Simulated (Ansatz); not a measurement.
Runs of Ansatz 0.2.0 on HfB2. The structure is hexagonal, space group P6/mmm (No. 191). Conventional cell: a = 3.140 Å, b = 3.140 Å, c = 3.480 Å, α = 90.00°, β = 90.00°, γ = 120.00°. Hf (site symmetry 6/mmm) is surrounded by 12 B at 2.51 Å. B (site symmetry -6m2) is surrounded by 3 B at 1.81 Å. 

```tsv
task	level	potentials or basis	spin	U	cell	k mesh	cutoff (eV)	smearing	start of the occupations	double counting	hubbard projectors	empty bands summed for spectra up to	optics k mesh	basis error allowed	other keys	gap on the mesh (eV)	pressure (GPa)
single point	PBE	all-electron LAPW, scalar-relativistic	off	-	as given	7 × 7 × 6	260	fermi-dirac 0.03 eV	-	-	-	-	-	0.002 eV/atom	-	none	1.5
optical spectrum	PBE+D4+U	all-electron LAPW, inner shells corrected to Dirac's equation	off	Hf d U = 8 eV	as given	-	260	fermi-dirac 0.05 eV	auto	fll	atomic	10 eV	10 × 10 × 8	0.002 eV/atom	scf.convergence.dr2_threshold = 1e-06; scf.algorithm = density_mixing;	none	-
atomic charges	revPBE-LDA	all-electron LAPW, scalar-relativistic	non-collinear, ferromagnetic start	-	as given	8 × 8 × 6	261	fermi-dirac 0.025 eV	-	-	-	-	-	0.002 eV/atom	-	none	(a)
single point	PBE+D3(BJ)+ATM+U	all-electron LAPW, scalar-relativistic	off	Hf d U = 7 eV	atoms moved at random	10 × 10 × 8	260	tetrahedron	auto	amf	ortho-atomic	-	-	0.0005 eV/atom	basis.ecutwfc = 260	none	-3.2
```

Task: Estimate the missing entries.

Result: (a) 13.5.

Caveats: the k mesh is thin for a metal, which can move the energy by tens of meV per atom (some runs); U is the effective U less J, on atomic orbitals that reach past the spheres (some runs); U without spin polarisation on a metal has little footing (some runs); pairwise dispersion overbinds metals, which lowers pressure and volume (some runs); the U is typed as a test and isn't derived for this compound (some runs); local fields are left out (some runs); independent-particle spectra lack excitons (some runs).

A k mesh can miss the band edges, and the runs leave out spin-orbit coupling on Hf.

A gap of «none» marks a metal or a gap under the smearing width.
